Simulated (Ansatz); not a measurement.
Runs of Ansatz 0.2.0 on Ti. It takes space group P6/mmm (No. 191, hexagonal). Conventional cell: a = 4.567 Å, b = 4.567 Å, c = 2.826 Å, α = 90.00°, β = 90.00°, γ = 120.00°. Ti (site symmetry -6m2) is surrounded by 11 Ti at 2.64 to 2.99 Å. Ti (site symmetry 6/mmm) has 14 Ti at 2.83 to 2.99 Å as nearest neighbours. This isn't the form of Ti at room conditions, which is hcp.

| U | gap on the mesh (eV) | pressure (GPa) |
| --- | --- | --- |
| Ti d U = 8 eV | none | 36.2 |
| Ti d U = 6 eV | none | 7.1 |
| Ti d U = 5 eV | none | 4.5 |
| Ti d U = 4 eV | none | (a) |

Alike in all rows: task single point; level PBEsol+U; potentials or basis Ansatz PAW; no spin polarisation; cell as given; k mesh 7 × 7 × 9; cutoff (eV) 420; smearing fermi-dirac 0.05 eV.

Q: Estimate the missing entries.

A: (a) 2.4.

Caveats: U without spin polarisation on a metal has little footing; the PAW data sets come from PBE, with cores solved anew for the run's functional, which leaves a small shift of forces and pressure; the U is typed as a test and isn't derived for this compound; a pressure of tens of GPa on the cell as given is suspect, and the run, the potentials or the cell itself is likely at fault (some runs).

A gap of «none» marks a metal or a gap under the smearing width.

Runs at the PBE level aren't shown here.
